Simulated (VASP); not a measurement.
Te2Mo:

```xyz
6
Lattice="3.5182 0.0000 0.0000 -1.7591 3.0469 0.0000 0.0000 0.0000 13.9736" Properties=species:S:1:pos:R:3 pbc="T T T"
Te    1.7591    1.0156    5.2960
Te    0.0000    2.0312   12.2828
Te    1.7591    1.0156    1.6908
Te    0.0000    2.0312    8.6776
Mo    1.7591    1.0156   10.4802
Mo    0.0000    2.0312    3.4934
```

Program: VASP 6.6.1. Alike in all runs: cell as given; cutoff (eV) 520.

Question: Order these runs on this cell by their pressure, lowest first.
A. level LDA; potentials or basis VASP PAW LDA potentials, release 64 (Te, Mo_sv); spin off; k mesh 9 × 9 × 2; smearing fermi-dirac 0.05 eV
B. level RPBE; potentials or basis VASP PAW PBE potentials, release 64 (Te, Mo_sv); spin off; k mesh 9 × 9 × 2; smearing fermi-dirac 0.05 eV
C. level PBE; potentials or basis VASP PAW PBE potentials, release 64 (Te, Mo_sv); spin off; k mesh 9 × 9 × 2; smearing gaussian 0.011 eV
D. level PBEsol; potentials or basis VASP PAW PBE potentials, release 64 (Te, Mo_sv); spin SOC, no magnetisation; k mesh 7 × 7 × 2; smearing fermi-dirac 0.05 eV

Answer: A (-2.8 GPa), D (-0.9 GPa), C (2.9 GPa), B (4.8 GPa).

Caveats: this functional lacks dispersion, which binds the layers, so the pressure and a relaxed spacing across them are unreliable (some runs); the PAW data sets were made with another functional, which shifts forces and pressure a little (some runs).

Not every run made on this cell is shown here.
